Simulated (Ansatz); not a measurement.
System: CsCl (CsCl type), 2 atoms in the cell.

Theory: PBE, all-electron LAPW, point nucleus in Ansatz 0.2.0 development build.

k-mesh 8×8×8 Γ-centred; Fermi–Dirac smearing of 0.1 eV; no spin polarisation; no spin–orbit coupling.

```
Cs Cl
1.0
     4.20000    0.00000    0.00000
     0.00000    4.20000    0.00000
     0.00000    0.00000    4.20000
Cs Cl
1 1
Direct
  0.00000 0.00000 0.00000
  0.50000 0.50000 0.50000
```

Is the cell under compression or tension, and by how much?

The pressure is 0.06 GPa, close to zero.
